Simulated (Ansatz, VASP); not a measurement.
One calculation of Ir, two programs

Contents of INCAR:

```
  PREC = Accurate
  ENCUT = 520
  EDIFF = 1E-6
  ISMEAR = -1
  SIGMA = 0.05
  LREAL = F
  LASPH = T
  NELM = 150
  ALGO = Fast
  ISIF = 2
  LWAVE = F
  LCHARG = F
  MAGMOM = 0 0 0
  LORBIT = 11
  LSORBIT = T
  GGA_COMPAT = F
  LORBMOM = T
  LMAXMIX = 4
  GGA = PE
  NBANDS = 20
```

File KPOINTS:

```
regular mesh
0
Gamma
  9 9 9
```

Contents of POSCAR:

```
Ir
1.0
    0.0000000000      1.9156000000      1.9156000000
    1.9156000000      0.0000000000      1.9156000000
    1.9156000000      1.9156000000      0.0000000000
Ir
1
Direct
    0.0000000000      0.0000000000      0.0000000000
```

The input input.yaml:

```yaml
crystal:
  lattice:
    - [0.0, 1.9156, 1.9156]
    - [1.9156, 0.0, 1.9156]
    - [1.9156, 1.9156, 0.0]
  atoms:
    - { symbol: Ir, position: [0.0, 0.0, 0.0] }
hamiltonian:
  xc: pbe
  pseudopotentials: { kind: paw_fr }
magnetization:
  noncollinear: true
  spin_orbit: true
kpoints:
  mp_grid: { grid: [9, 9, 9] }
  band_path:
    path:
      - [[0.0, 0.0, 0.0], [0.5, 0.0, 0.5], [0.5, 0.25, 0.75], [0.375, 0.375, 0.75], [0.0, 0.0, 0.0], [0.5, 0.5, 0.5], [0.625, 0.25, 0.625], [0.5, 0.25, 0.75], [0.5, 0.5, 0.5], [0.375, 0.375, 0.75]]
      - [[0.625, 0.25, 0.625], [0.5, 0.0, 0.5]]
    npoints: 14
scf:
  occupations: { method: fermi_dirac, width: 0.05 }
  n_extra_bands: 6
output:
  forces: true
  stress: true
  eigenvalues: true
  fatbands: false
```

Alike in both runs: functional PBE; k mesh 9 × 9 × 9; occupations fermi-dirac, width 0.05 eV; non-collinear spin, spin-orbit coupling.

```csv
,VASP,Ansatz
version,VASP 6.6.1,Ansatz 0.2.0
potentials or method,"VASP PAW PBE potentials, release 64 (Ir)",Ansatz PAW
plane-wave cutoff (eV),520,420
valence electrons in the cell,9,17
task,single point,band structure
```

|  | VASP | Ansatz | Ansatz less VASP |
| --- | --- | --- | --- |
| gap on the k mesh at the Fermi level (eV) | none | none | - |
| pressure (GPa) | 12.8 | 11.8 | -1.05 |
| net moment per atom (μB) | 0.00 | 0.00 | 0.000 |

A gap of «none» marks a metal or a gap that the smearing closes. With one functional, cell and mesh, what is left measures potentials, basis and numerics. The two sets of potentials don't hold the same shells in valence.
